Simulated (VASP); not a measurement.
# BaTiO3 (Pm-3m) in VASP: notebook

One crystal, BaTiO3, is run at these levels: PBE; tasks: single point.

Program: VASP 6.6.1. These are calculated values, not measurements. Logs are shortened: lines on timing, memory, paths and dates and some standing lists are left out, and cuts for length are marked.

## (1) The crystal as given

The structure is cubic, space group Pm-3m (No. 221). Conventional cell: a = 4.006 Å, b = 4.006 Å, c = 4.006 Å, α = 90.00°, β = 90.00°, γ = 90.00°. Ba (site symmetry m-3m) is surrounded by 12 O at 2.83 Å. Ti (site symmetry m-3m) is surrounded by 6 O at 2.00 Å. O (site symmetry 4/mmm) has 2 Ti at 2.00 Å as nearest neighbours.

## (2) Single point, PBE

INCAR reads:

```
PREC = Accurate
ENCUT = 650
EDIFF = 1E-7
ISMEAR = 0
SIGMA = 0.05
LREAL = F
LASPH = T
NELM = 100
ALGO = Normal
ISIF = 2
LWAVE = F
LCHARG = F
GGA = PE
NBANDS = 28
ADDGRID = F
```

KPOINTS reads:

```
regular mesh
0
Gamma
  3 3 3
```

POSCAR reads:

```
BaTiO3
1.0
    4.0060000000      0.0000000000      0.0000000000
    0.0000000000      4.0060000000      0.0000000000
    0.0000000000      0.0000000000      4.0060000000
Ba Ti O
1 1 3
Direct
    0.5000000000      0.5000000000      0.5000000000
    0.0000000000      0.0000000000      0.0000000000
    0.0000000000      0.0000000000      0.5000000000
    0.0000000000      0.5000000000      0.0000000000
    0.5000000000      0.0000000000      0.0000000000
```

Potentials or basis: VASP PAW PBE potentials, release 64 (Ba_sv, Ti_sv, O).

Run with:

```bash
cat potpaw_PBE.64/Ba_sv/POTCAR potpaw_PBE.64/Ti_sv/POTCAR potpaw_PBE.64/O/POTCAR > POTCAR
mpirun -np 1 vasp_std > vasp.out
```

OUTCAR:

```text
PREC = Accurate
   ENCUT = 650
   EDIFF = 1E-7
   ISMEAR = 0
   LREAL = F
   LASPH = T
   NELM = 100
   ISIF = 2
   GGA = PE

 Found      4 irreducible k-points:

 Following reciprocal coordinates:
            Coordinates               Weight
  0.000000  0.000000  0.000000      1.000000
  0.333333  0.000000  0.000000      6.000000
  0.333333  0.333333  0.000000     12.000000
  0.333333  0.333333  0.333333      8.000000
   k-points           NKPTS =      4   k-points in BZ     NKDIM =      4   number of bands    NBANDS=     28
   number of dos      NEDOS =    301   number of ions     NIONS =      5
   total plane-waves  NPLWV =  46656
   dimension x,y,z NGX =    36 NGY =   36 NGZ =   36
   dimension x,y,z NGXF=    72 NGYF=   72 NGZF=   72
   ions per type =               1   1   3
   NGX,Y,Z   is equivalent  to a cutoff of  14.94, 14.94, 14.94 a.u.
   NGXF,Y,Z  is equivalent  to a cutoff of  29.88, 29.88, 29.88 a.u.
 SYSTEM =  unknown system
   PREC   = accura    normal or accurate (medium, high low for compatibility)
   ISTART =      0    job   : 0-new  1-cont  2-samecut
   ICHARG =      2    charge: 1-file 2-atom 10-const
   ISPIN  =      1    spin polarized calculation?
   LNONCOLLINEAR =      F non collinear calculations
   LSORBIT =      F    spin-orbit coupling
   LASPH  =      T    aspherical Exc in radial PAW
   ENCUT  =  650.0 eV  47.77 Ry    6.91 a.u.   8.33  8.33  8.33*2*pi/ulx,y,z
   NELM   =    100;   NELMIN=  2; NELMDL= -5     # of ELM steps
   EDIFF  = 0.1E-06   stopping-criterion for ELM
   LREAL  =      F    real-space projection
   EDIFFG = 0.1E-05   stopping-criterion for IOM
   NSW    =      0    number of steps for IOM
   IBRION =     -1    ionic relax: 0-MD 1-quasi-New 2-CG
   NFREE  =      0    steps in history (QN), initial steepest desc. (CG)
   ISIF   =      2    stress and relaxation
   ISYM   =      2    0-nonsym 1-usesym 2-fastsym
   POTIM  = 0.5000    time-step for ionic-motion
   TEBEG  =    0.0;   TEEND  =   0.0 temperature during run
   PSTRESS=    0.0 pullay stress
   NELECT =      40.0000    total number of electrons
   NUPDOWN=      -1.0000    fix difference up-down
   EMIN   =  10.00;   EMAX   =-10.00  energy-range for DOS
   EFERMI =   0.00;   METHOD = LEGACY
   ISMEAR =     0;   SIGMA  =   0.05  broadening in eV -4-tet -1-fermi 0-gaus
   EFERMI_NEDOS =   21; number of points for ismear=-14 and -15
   IALGO  =     38    algorithm
   IMIX   =      4    mixing-type and parameters
     AMIX     =   0.40;   BMIX     =  1.00
     AMIX_MAG =   1.60;   BMIX_MAG =  1.00
  volume/ion in A,a.u.               =      12.86        86.77
  Fermi-wavevector in a.u.,A,eV,Ry     =   1.397603  2.641087 26.576187  1.953295
  Thomas-Fermi vector in A             =   2.520843
   LORBIT       =      0    0 simple, 1 ext, 2 COOP (PROOUT), +10 PAW based schemes
   GGA     = PE    functional components
   LHFCALC =     F    Hartree Fock is set to
   AEXX    =    0.0000 exact exchange contribution
   IVDW    =     0    specifies the selected vdW correction
   LEPSILON=     F    determine dielectric tensor
   LRPA    =     F    only Hartree local field effects (RPA)
 non-spin polarized calculation
 Gauss-broadening in eV      SIGMA  =   0.05
  energy-cutoff  :      650.00
  volume of cell :       64.29
 maximum number of plane-waves:      2469
 NGX is ok and might be reduce to    36
   NGX = 17   NGY = 17   NGZ = 17

 number of electron      39.9999998 magnetization

 Free energy of the ion-electron system (eV)
  ---------------------------------------------------
  ext. energy  EPLUGINS =         0.00000000
  ---------------------------------------------------
  free energy    TOTEN  =       -39.88178525 eV

  energy without entropy =      -39.88178525  energy(sigma->0) =      -39.88178525

 E-fermi :   4.0421     XC(G=0): -11.2459

 val. band max:        3.6839065819   @ k =   0.0000   0.0000   0.0000
 cond. band min:       5.4938898091   @ k =   0.0000   0.0000   0.0000
 fundamental gap:      1.8099832272
 Fermi energy:         4.0420660657

 k-point     1 :       0.0000    0.0000    0.0000
  band No.  band energies     occupation
      1     -52.9239      2.00000
      2     -29.1287      2.00000
      3     -29.1287      2.00000
      4     -29.1287      2.00000
      5     -21.0000      2.00000
      6     -13.0564      2.00000
[... 20 lines left out ...]
     27       8.8680      0.00000
     28      11.1776      0.00000

 k-point     2 :       0.3333    0.0000    0.0000
  band No.  band energies     occupation
      1     -52.9232      2.00000
      2     -29.1667      2.00000
      3     -29.1272      2.00000
      4     -29.1272      2.00000
      5     -20.9123      2.00000
      6     -13.1973      2.00000
[... 20 lines left out ...]
     27      10.6426      0.00000
     28      12.0899      0.00000

 k-point     3 :       0.3333    0.3333    0.0000
  band No.  band energies     occupation
      1     -52.9224      2.00000
      2     -29.1648      2.00000
      3     -29.1643      2.00000
      4     -29.1258      2.00000
      5     -20.8476      2.00000
      6     -12.9273      2.00000
[... 20 lines left out ...]
     27      12.2836      0.00000
     28      12.4603      0.00000

 k-point     4 :       0.3333    0.3333    0.3333
  band No.  band energies     occupation
      1     -52.9217      2.00000
      2     -29.1631      2.00000
      3     -29.1625      2.00000
      4     -29.1625      2.00000
      5     -20.7930      2.00000
      6     -12.5737      2.00000
[... 20 lines left out ...]
     27      11.6310      0.00000
     28      11.6310      0.00000

------------------------ aborting loop because EDIFF is reached ----------------------------------------

  FORCE on cell =-STRESS in cart. coord.  units (eV):
  Direction    XX          YY          ZZ          XY          YZ          ZX
  --------------------------------------------------------------------------------------
  -------------------------------------------------------------------------------------
  Total        1.3885240      1.3885240      1.3885240     -0.0000000      0.0000000     -0.0000000
  in kB       34.6043843     34.6043843     34.6043843     -0.0000000      0.0000000     -0.0000000
  external PRESSURE =      34.6043843 kB  Pullay stress =       0.0000000 kB

 VOLUME and BASIS-vectors are now :
 -----------------------------------------------------------------------------
  energy-cutoff  :      650.00
  volume of cell :       64.29
      direct lattice vectors                 reciprocal lattice vectors
     4.006000000  0.000000000  0.000000000     0.249625562  0.000000000  0.000000000
     0.000000000  4.006000000  0.000000000     0.000000000  0.249625562  0.000000000
     0.000000000  0.000000000  4.006000000     0.000000000  0.000000000  0.249625562

 POSITION                                       TOTAL-FORCE (eV/Angst)
 -----------------------------------------------------------------------------------
      2.00300      2.00300      2.00300         0.000000      0.000000      0.000000
      0.00000      0.00000      0.00000         0.000000      0.000000      0.000000
      0.00000      0.00000      2.00300         0.000000      0.000000      0.000000
      0.00000      2.00300      0.00000         0.000000      0.000000      0.000000
      2.00300      0.00000      0.00000         0.000000      0.000000      0.000000
 -----------------------------------------------------------------------------------
    total drift:                                0.000000      0.000000     -0.000000

  FREE ENERGIE OF THE ION-ELECTRON SYSTEM (eV)
  ---------------------------------------------------
  free  energy   TOTEN  =       -39.8817852544 eV

  energy  without entropy=      -39.8817852544  energy(sigma->0) =      -39.88178525
```

It took 9.5 s on 1 thread of Intel Xeon 6975P-C (Granite Rapids), shared host; peak memory 0.2 GiB.

The run converged, but some of its settings lie outside the range that counts as converged, so its numbers aren't taken as properties of the crystal.

Results:

```yaml
Free_energy: -39.8818 eV
Pressure: 3.5 GPa
Band_gap_on_the_k_mesh: 1.81 eV, direct
```

Caveat: the k mesh is coarse (spacing up to 0.52 Å⁻¹), so the values aren't converged; spin-orbit coupling is left out, which moves the levels of the heavy elements; an odd mesh through Γ misses points on the zone boundary, where band edges often lie.

## (3) Single point, PBE

Edit INCAR of step 2 so:

```diff
@@ -1,3 +1,3 @@
 PREC = Accurate
-ENCUT = 650
+ENCUT = 460
 EDIFF = 1E-7
```

KPOINTS reads:

```
regular mesh
0
Gamma
  4 4 4
```

POSCAR is that of step 2.

Potentials or basis: VASP PAW PBE potentials, release 64 (Ba_sv, Ti_sv, O).

Run with:

```bash
cat potpaw_PBE.64/Ba_sv/POTCAR potpaw_PBE.64/Ti_sv/POTCAR potpaw_PBE.64/O/POTCAR > POTCAR
mpirun -np 1 vasp_std > vasp.out
```

It took 9.2 s on 1 thread of Intel Xeon 6975P-C (Granite Rapids), shared host; peak memory 0.16 GiB.

The run converged, but some of its settings lie outside the range that counts as converged, so its numbers aren't taken as properties of the crystal.

What came out:

| Property | Result |
| --- | --- |
| Free energy | -39.9620 eV |
| Pressure | 2.7 GPa |
| Band gap on the k mesh | 1.72 eV, indirect (least direct gap 1.87 eV) |

Caveat: the cutoff is under 1.25 times the usual one of these potentials, so pressure, stress and relaxed cells hold a basis-set (Pulay) error; spin-orbit coupling is left out, which moves the levels of the heavy elements.

## (4) Single point, PBE

Edit INCAR of step 3 so:

```diff
@@ -4,3 +4,3 @@
 ISMEAR = 0
-SIGMA = 0.05
+SIGMA = 0.2
 LREAL = F
```

KPOINTS is that of step 3.

POSCAR is that of step 3.

Run with:

```bash
cat potpaw_PBE.64/Ba_sv/POTCAR potpaw_PBE.64/Ti_sv/POTCAR potpaw_PBE.64/O/POTCAR > POTCAR
mpirun -np 1 vasp_std > vasp.out
```

Run time: 9.6 s. Hardware: 1 thread of Intel Xeon 6975P-C (Granite Rapids), shared host; peak memory 0.16 GiB.

The run converged, but some of its settings lie outside the range that counts as converged, so its numbers aren't taken as properties of the crystal.

Results:

- Free energy: -39.9620 eV
- Pressure: 2.7 GPa
- Band gap on the k mesh: 1.72 eV, indirect (least direct gap 1.87 eV)

Caveat: the cutoff is under 1.25 times the usual one of these potentials, so pressure, stress and relaxed cells hold a basis-set (Pulay) error; spin-orbit coupling is left out, which moves the levels of the heavy elements.

(Continued in part 2 of 2.)
